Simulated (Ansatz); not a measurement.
Property card for HfO2

The calculation used Ansatz 0.2.0, DFT PBE, scalar-relativistic, plane waves, PAW.

Settings: cutoff 420 eV, Γ-centred mesh 6×6×6 on the computed 12-atom cell, Gaussian smearing of 0.02 eV; no spin polarisation.

The structure is relaxed at this level of theory with its symmetry kept.

```xyz
12
Lattice="5.1608 0.0000 -0.0153 0.0000 5.2122 0.0000 -0.8815 0.0000 5.2787" Properties=species:S:1:pos:R:3 pbc="T T T"
Hf    1.2393    0.2234    1.0959
Hf    3.4808    2.8295    1.5282
Hf    3.0401    4.9888    4.1675
Hf    0.7985    2.3827    3.7352
O     1.8977    3.9468    2.5095
O     2.8224    1.3407    0.1145
O     2.3817    1.2654    2.7539
O     1.4570    3.8715    5.1488
O     0.0397    1.7135    1.8379
O     4.6804    4.3196    0.7861
O     4.2396    3.4987    3.4255
O    -0.4010    0.8926    4.4773
```

Question: Formation energy from the elements' standard states (uncorrected)?

Answer: -3.461 eV/atom.

Question: Kohn–Sham band gap?

Answer: 4.04 eV, indirect from Γ to Y2.

Question: Löwdin character of the top 1 eV of the valence band?

Answer: O 2p 93 %.

Question: Löwdin character of the lowest 1 eV of the conduction band?

Answer: Hf 5d 83 %, O 2p 12 %.

Question: Electron masses at the edge by Cartesian direction of the standard setting (m_e; degenerate bands sorted by energy; no spin-orbit coupling)?

Answer: x: 1.3; y: 1.1; z: 2.8.

Question: Hole masses at the edge by Cartesian direction of the standard setting (m_e; degenerate bands sorted by energy; no spin-orbit coupling)?

Answer: x: 6.2; y: 2.2; z: 1.6.

Spin-orbit coupling is left out, which matters for the bands of heavy elements.

Cost: 3 runs of about 9.3 core-minutes in all, on Arm Neoverse V2 (shared hosts).